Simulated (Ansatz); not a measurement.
# HfN: the cost of one run

Program: Ansatz 0.2.0. Level of theory: DFT PBEsol, scalar-relativistic, plane waves, PAW. These are calculated values, not measurements.

## Step 1: The starting structure

The structure is cubic, space group F-43m (No. 216). Conventional cell: a = 4.910 Å, b = 4.910 Å, c = 4.910 Å, α = 90.00°, β = 90.00°, γ = 90.00°. Around Hf (site symmetry -43m) lie 4 N at 2.13 Å. Around N (site symmetry -43m) lie 4 Hf at 2.13 Å.

Coordinates:

```cif
data_structure
_symmetry_space_group_name_H-M 'F-43m'
_symmetry_Int_Tables_number 216
_cell_length_a 4.9096
_cell_length_b 4.9096
_cell_length_c 4.9096
_cell_angle_alpha 90.000
_cell_angle_beta 90.000
_cell_angle_gamma 90.000
_cell_volume 118.35
loop_
_atom_site_label
_atom_site_type_symbol
_atom_site_symmetry_multiplicity
_atom_site_Wyckoff_symbol
_atom_site_fract_x
_atom_site_fract_y
_atom_site_fract_z
_atom_site_occupancy
Hf1 Hf 4 a 0.00000 0.00000 0.00000 1
N1 N 4 c 0.25000 0.25000 0.25000 1
```

It goes back to an entry of the Materials Project, which need not be the stable form.

No relaxation comes first: the listed cell is the starting point.

## Step 2: Zero of energy

The reference gives a free energy of -15979.5626 eV, pressure -5.01 GPa, largest force 0.000 eV/Å and gap on the mesh none (metal). It was computed beforehand with the settings of the runs below.

## Step 3: Next: one atom moved over a plane

Atom 2 (N) is moved by p along (0.707, 0.707, 0.000) and q along (0.000, 0.000, 1.000) (Å), all else fixed; its images in the other cells move with it. Points alike by symmetry are run once.

## Step 4: p = -0.300, q = -0.300

Input file input.yaml:

```yaml
crystal:
  lattice:
    - [0.0, 2.454822, 2.454822]
    - [2.454822, 0.0, 2.454822]
    - [2.454822, 2.454822, 0.0]
  atoms:
    - { symbol: Hf, position: [0.0, 0.0, 0.0] }
    - { symbol: "N", position: [0.6888957733, 0.6888957733, 0.7246898006] }
basis:
  ecutwfc: 420
kpoints:
  mp_grid: { grid: [16, 16, 16] }
hamiltonian:
  xc: pbesol
scf:
  occupations: { method: gaussian, width: 0.15 }
output:
  forces: true
  stress: true
  eigenvalues: true
```

Started as:

```console
ansatz run input.yaml --threads 1 --pin off --max-ram 2560MiB --backend cpu --events-out ev --progress --plain --runs-dir out
```

**Question.** How long does this run take on 1 thread of Intel Xeon at 2.70GHz, shared host, and how much memory does it need?

About 54 s, with a peak of 0.92 GiB.
